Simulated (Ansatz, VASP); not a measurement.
Al: VASP beside Ansatz

INCAR

```
PREC = Accurate
ENCUT = 520
EDIFF = 1E-6
ISMEAR = 0
SIGMA = 0.1
LREAL = F
LASPH = T
NELM = 100
ALGO = Normal
ISIF = 2
LWAVE = F
LCHARG = F
GGA = PS
NBANDS = 10
```

Contents of KPOINTS:

```
regular mesh
0
Gamma
  6 6 4
```

The input POSCAR:

```
Al
1.0
    3.0250015165      0.0000000000      0.0000000000
   -1.5125007583      2.6197281598      0.0000000000
    0.0000000000      0.0000000000      4.7613337379
Al
2
Direct
    0.3333333333      0.6666666667      0.2500000000
    0.6666666667      0.3333333333      0.7500000000
```

Input for Ansatz:

```yaml
crystal:
  lattice:
    - [3.0250015165, 0.0, 0.0]
    - [-1.5125007583, 2.6197281598, 0.0]
    - [0.0, 0.0, 4.7613337379]
  atoms:
    - { symbol: Al, position: [0.3333333333, 0.6666666667, 0.25] }
    - { symbol: Al, position: [0.6666666667, 0.3333333333, 0.75] }
basis:
  ecutwfc: 420
kpoints:
  mp_grid: { grid: [6, 6, 4] }
hamiltonian:
  xc: pbesol
scf:
  occupations: { method: gaussian, width: 0.1 }
output:
  forces: true
  stress: true
  eigenvalues: true
```

Alike in both runs: task single point; functional PBEsol; k mesh 6 × 6 × 4; occupations gaussian, width 0.1 eV; no spin polarisation.

|  | VASP | Ansatz |
| --- | --- | --- |
| version | VASP 6.6.1 | Ansatz 0.2.0 |
| potentials or method | VASP PAW PBE potentials, release 64 (Al) | scalar-relativistic, plane waves, PAW |
| plane-wave cutoff (eV) | 520 | 420 |
| valence electrons in the cell | 6 | 6 |

```tsv
	VASP	Ansatz	Ansatz less VASP
gap on the k mesh at the Fermi level (eV)	none	none	-
pressure (GPa)	-8.1	-8.1	-0.03
largest component of the traceless stress (GPa)	1.13	1.11	-0.028
```

A gap of «none» marks a metal or a gap that the smearing closes. The functional is the same, so the differences come from potentials, cutoffs and numerics.

Caveats: the k mesh is coarse (spacing up to 0.40 Å⁻¹), so the values aren't converged; the PAW data sets were made with another functional, which shifts forces and pressure a little (VASP).
